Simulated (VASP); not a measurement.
# CdSe (Cadmoselite) (P6_3mc) in VASP: further runs, part 3 of 3

VASP 6.6.1. The steps go on from the part before.

## 6. Single point, PBE, spin-orbit coupling, no magnetisation

The input, INCAR:

```
  PREC = Accurate
  ENCUT = 350
  EDIFF = 1E-7
  ISMEAR = 0
  SIGMA = 0.02
  LREAL = Auto
  LASPH = T
  NELM = 100
  ALGO = Normal
  ISIF = 2
  LWAVE = F
  LCHARG = F
  MAGMOM = 0 0 0 0 0 0 0 0 0 0 0 0
  LORBIT = 11
  LSORBIT = T
  GGA_COMPAT = F
  GGA = PE
  NBANDS = 52
```

The input, KPOINTS:

```
regular mesh
0
Gamma
  6 6 4
```

The input, POSCAR:

```
CdSe
1.0
    4.3000000000      0.0000000000      0.0000000000
   -2.1500000000      3.7239092363      0.0000000000
    0.0000000000      0.0000000000      7.0200000000
Cd Se
2 2
Direct
    0.6666666667      0.3333333333      0.5000000000
    0.3333333333      0.6666666667      0.0000000000
    0.6666666667      0.3333333333      0.8850000000
    0.3333333333      0.6666666667      0.3850000000
```

Potentials or basis: VASP PAW PBE potentials, release 64 (Cd, Se).

Run with:

```bash
> cat potpaw_PBE.64/Cd/POTCAR potpaw_PBE.64/Se/POTCAR > POTCAR
> mpirun -np 1 vasp_ncl > vasp.out
```

OUTCAR:

```text
PREC = Accurate
   ENCUT = 350
   EDIFF = 1E-7
   ISMEAR = 0
   LREAL = Auto
   LASPH = T
   NELM = 100
   ISIF = 2
   LORBIT = 11
   LSORBIT = T
   GGA = PE

 Found     28 irreducible k-points:

 Following reciprocal coordinates:
            Coordinates               Weight
  0.000000  0.000000  0.000000      1.000000
  0.166667 -0.000000  0.000000      6.000000
  0.333333 -0.000000  0.000000      6.000000
  0.500000 -0.000000  0.000000      3.000000
  0.166667  0.166667  0.000000      6.000000
  0.333333  0.166667  0.000000     12.000000
   k-points           NKPTS =     28   k-points in BZ     NKDIM =     28   number of bands    NBANDS=     52
   number of dos      NEDOS =    301   number of ions     NIONS =      4
   total plane-waves  NPLWV =  37632
   dimension x,y,z NGX =    28 NGY =   28 NGZ =   48
   dimension x,y,z NGXF=    56 NGYF=   56 NGZF=   96
   ions per type =               2   2
   NGX,Y,Z   is equivalent  to a cutoff of  10.83, 10.83, 11.37 a.u.
   NGXF,Y,Z  is equivalent  to a cutoff of  21.65, 21.65, 22.73 a.u.
 SYSTEM =  unknown system
   PREC   = accura    normal or accurate (medium, high low for compatibility)
   ISTART =      0    job   : 0-new  1-cont  2-samecut
   ICHARG =      2    charge: 1-file 2-atom 10-const
   ISPIN  =      1    spin polarized calculation?
   LNONCOLLINEAR =      T non collinear calculations
   LSORBIT =      T    spin-orbit coupling
   LASPH  =      T    aspherical Exc in radial PAW
   ENCUT  =  350.0 eV  25.72 Ry    5.07 a.u.   6.56  6.56 10.71*2*pi/ulx,y,z
   NELM   =    100;   NELMIN=  2; NELMDL= -5     # of ELM steps
   EDIFF  = 0.1E-06   stopping-criterion for ELM
   LREAL  =      T    real-space projection
   EDIFFG = 0.1E-05   stopping-criterion for IOM
   NSW    =      0    number of steps for IOM
   IBRION =     -1    ionic relax: 0-MD 1-quasi-New 2-CG
   NFREE  =      0    steps in history (QN), initial steepest desc. (CG)
   ISIF   =      2    stress and relaxation
   ISYM   =      2    0-nonsym 1-usesym 2-fastsym
   POTIM  = 0.5000    time-step for ionic-motion
   TEBEG  =    0.0;   TEEND  =   0.0 temperature during run
   PSTRESS=    0.0 pullay stress
[... 384 lines left out ...]
      2.15000      1.24130      6.21270        -0.000000     -0.000000     -0.291358
     -0.00000      2.48261      2.70270         0.000000      0.000000     -0.291358
 -----------------------------------------------------------------------------------
    total drift:                               -0.000000      0.000000      0.002053

  FREE ENERGIE OF THE ION-ELECTRON SYSTEM (eV)
  ---------------------------------------------------
  free  energy   TOTEN  =       -10.9914642980 eV

  energy  without entropy=      -10.9914642980  energy(sigma->0) =      -10.99146430

 Spin-Orbit-Coupling matrix elements

 Ion:    1  E_soc:     -0.0580183
 l=   1
     0.0000000    -0.0026812    -0.0028612
    -0.0026812     0.0000000    -0.0026812
    -0.0028612    -0.0026812     0.0000000
 l=   2
     0.0000000    -0.0013817     0.0000000    -0.0013817    -0.0055759
    -0.0013817     0.0000000    -0.0041581    -0.0013667    -0.0013817
     0.0000000    -0.0041581     0.0000000    -0.0041581     0.0000000
    -0.0013817    -0.0013667    -0.0041581     0.0000000    -0.0013817
    -0.0055759    -0.0013817     0.0000000    -0.0013817     0.0000000
 l=   3
     0.0000000     0.0000000     0.0000000     0.0000000     0.0000000     0.0000000     0.0000000
     0.0000000     0.0000000     0.0000000     0.0000000     0.0000000     0.0000000     0.0000000
     0.0000000     0.0000000     0.0000000     0.0000000     0.0000000     0.0000000     0.0000000
     0.0000000     0.0000000     0.0000000     0.0000000     0.0000000     0.0000000     0.0000000
[... 49 lines left out ...]
 l=   2
     0.0000000    -0.0000010     0.0000000    -0.0000010    -0.0000079
    -0.0000010     0.0000000    -0.0000051    -0.0000001    -0.0000010
     0.0000000    -0.0000051     0.0000000    -0.0000051     0.0000000
    -0.0000010    -0.0000001    -0.0000051     0.0000000    -0.0000010
    -0.0000079    -0.0000010     0.0000000    -0.0000010     0.0000000
 l=   3
     0.0000000     0.0000000     0.0000000     0.0000000     0.0000000     0.0000000     0.0000000
     0.0000000     0.0000000     0.0000000     0.0000000     0.0000000     0.0000000     0.0000000
     0.0000000     0.0000000     0.0000000     0.0000000     0.0000000     0.0000000     0.0000000
     0.0000000     0.0000000     0.0000000     0.0000000     0.0000000     0.0000000     0.0000000
     0.0000000     0.0000000     0.0000000     0.0000000     0.0000000     0.0000000     0.0000000
     0.0000000     0.0000000     0.0000000     0.0000000     0.0000000     0.0000000     0.0000000
     0.0000000     0.0000000     0.0000000     0.0000000     0.0000000     0.0000000     0.0000000

 total charge

# of ion       s       p       d       tot
------------------------------------------
    1        0.445   0.317   9.539  10.301
    2        0.445   0.317   9.539  10.301
    3        1.443   2.399   0.023   3.865
    4        1.443   2.399   0.023   3.865
--------------------------------------------------
tot          3.777   5.432  19.124  28.333

 magnetization (x)

# of ion       s       p       d       tot
------------------------------------------
    1       -0.000   0.000   0.000  -0.000
    2       -0.000  -0.000   0.000  -0.000
    3        0.000   0.000  -0.000  -0.000
    4        0.000   0.000   0.000   0.000
--------------------------------------------------
tot         -0.000  -0.000   0.000  -0.000

 magnetization (y)

# of ion       s       p       d       tot
------------------------------------------
    1        0.000  -0.000  -0.000  -0.000
    2        0.000   0.000   0.000   0.000
    3        0.000  -0.000   0.000  -0.000
    4        0.000   0.000   0.000   0.000
--------------------------------------------------
tot          0.000  -0.000  -0.000  -0.000

 magnetization (z)

# of ion       s       p       d       tot
------------------------------------------
    1        0.000   0.000  -0.000   0.000
    2        0.000  -0.000  -0.000  -0.000
    3       -0.000  -0.000   0.000  -0.000
    4       -0.000  -0.000  -0.000  -0.000
--------------------------------------------------
tot          0.000  -0.000  -0.000  -0.000
```

stdout:

```text
POSCAR found type information on POSCAR CdSe
 POSCAR found :  2 types and       4 ions
 scaLAPACK will be used
 -----------------------------------------------------------------------------
|                                                                             |
|                                                                             |
|     You have a (more or less) 'small supercell' and for smaller cells       |
|     it is recommended to use the reciprocal-space projection scheme!        |
|     The real-space optimization is not efficient for small cells and it     |
|     is also less accurate ...                                               |
|     Therefore, set LREAL=.FALSE. in the INCAR file.                         |
|                                                                             |
 -----------------------------------------------------------------------------

 LDA part: xc-table for (Slater+PW92), standard interpolation
 POSCAR, INCAR and KPOINTS ok, starting setup
 FFT: planning ... GRIDC
 FFT: planning ... GRID_SOFT
 FFT: planning ... GRID
 WAVECAR not read
 entering main loop
```

It took 5 min on 1 thread of Intel Xeon 6975P-C (Granite Rapids), shared host; peak memory 0.39 GiB.

These settings aren't checked as converged: the numbers below hold their error.

What came out:

```
Free energy                                           : -10.9915 eV
Pressure                                              : 3.0 GPa
Largest force                                         : 0.291 eV/Å
Valence electrons inside the program's atomic spheres : Cd 10.30; Se 3.87
```
